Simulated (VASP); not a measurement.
BaTiO3: band structure with LDA

The system is BaTiO3.

```xyz
5
Lattice="2.8274 1.6324 2.3184 -2.8274 1.6324 2.3184 0.0000 -3.2648 2.3184" Properties=species:S:1:pos:R:3 pbc="T T T"
Ba    0.0000    0.0000    0.0000
Ti    0.0000    0.0000    3.3698
O     1.3885   -0.8017    2.3988
O    -1.3885   -0.8017    2.3988
O     0.0000    1.6033    2.3988
```

```yaml
Program: VASP 6.6.1
Task: band structure
Functional: LDA
Potentials_or_basis: VASP PAW LDA potentials, release 64 (Ba_sv, Ti_sv, O)
Cutoff: 520 eV
k_mesh: 6 × 6 × 6
Occupations: gaussian, width 0.02 eV
Spin: spin-orbit coupling, no magnetisation
Ladder: gaps
Further_INCAR_settings: ALGO = Normal; EDIFF = 1e-06
```

| Quantity | Value |
| --- | --- |
| Pressure | -3.9 GPa |
| Largest force | 0.144 eV/Å |
| Valence electrons inside the program's atomic spheres | Ba 7.98; Ti 10.33; O 5.00 |

Forces in eV/Å, atoms in the order of the input:
```
Ba   0.000  0.000 -0.144
Ti   0.000  0.000  0.102
O    0.040 -0.023  0.014
O   -0.040 -0.023  0.014
O    0.000  0.046  0.014
```

Stress tensor (GPa, compression positive):
```
-3.84  0.00  0.00
 0.00 -3.84  0.00
 0.00  0.00 -4.00
```

It took 89 s on 4 MPI ranks on Intel(R) Xeon(R) 6975P-C (Granite Rapids) (shared host), peak memory 0.56 GiB a rank.
